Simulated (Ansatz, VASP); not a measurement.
One calculation of AlN, two programs

Contents of INCAR:

```
SYSTEM = AlN
PREC = Accurate ; ENCUT = 520
EDIFF = 1E-6 ; ISMEAR = 0
SIGMA = 0.05 ; LREAL = .False.
LASPH = .True. ; NELM = 80
ALGO = Normal ; ISIF = 2
LWAVE = .False. ; LCHARG = .True.
GGA = PE ; LELF = .True.
LVHAR = .True. ; NBANDS = 16
```

KPOINTS

```
Automatic mesh
0
Gamma
  9 9 6
  0 0 0
```

File POSCAR:

```
AlN
1.0
    3.2293128483      0.0000000000      0.0000000000
   -1.6146564241      2.7966669634      0.0000000000
    0.0000000000      0.0000000000      4.1875630000
Al N
2 2
Direct
    0.3333333333      0.6666666667      0.7500000000
    0.6666666667      0.3333333333      0.2500000000
    0.3333333333      0.6666666667      0.2500000000
    0.6666666667      0.3333333333      0.7500000000
```

Input for Ansatz:

```yaml
crystal:
  lattice:
    - [3.2293128483, 0.0, 0.0]
    - [-1.6146564241, 2.7966669634, 0.0]
    - [0.0, 0.0, 4.187563]
  atoms:
    - { symbol: Al, position: [0.3333333333, 0.6666666667, 0.75] }
    - { symbol: Al, position: [0.6666666667, 0.3333333333, 0.25] }
    - { symbol: "N", position: [0.3333333333, 0.6666666667, 0.25] }
    - { symbol: "N", position: [0.6666666667, 0.3333333333, 0.75] }
basis:
  ecutwfc: 420
kpoints:
  mp_grid: { grid: [9, 9, 6] }
hamiltonian:
  xc: pbe
scf:
  occupations: { method: gaussian, width: 0.05 }
output:
  forces: true
  stress: true
  eigenvalues: true
```

Change from the starting cell: strain -0.0250 x Voigt [1, 1, 0, 0, 0, 0], atoms carried along.

Alike in both runs: task single point; functional PBE; k mesh 9 × 9 × 6; occupations gaussian, width 0.05 eV; no spin polarisation.

|  | VASP | Ansatz |
| --- | --- | --- |
| version | VASP 6.6.1 | Ansatz 0.2.0 |
| potentials or method | VASP PAW PBE potentials, release 64 (Al, N) | scalar-relativistic, plane waves, PAW |
| plane-wave cutoff (eV) | 520 | 420 |
| valence electrons in the cell | 16 | 16 |

|  | VASP | Ansatz | Ansatz less VASP |
| --- | --- | --- | --- |
| gap on the k mesh at the Fermi level (eV) | 3.60 | 3.58 | -0.013 |
| least direct gap on the mesh (eV) | 3.60 | 3.58 | -0.013 |
| pressure (GPa) | 12.7 | 12.9 | +0.26 |
| largest component of the traceless stress (GPa) | 5.67 | 5.81 | +0.144 |

Caveats: an odd mesh through Γ misses points on the zone boundary, where band edges often lie.
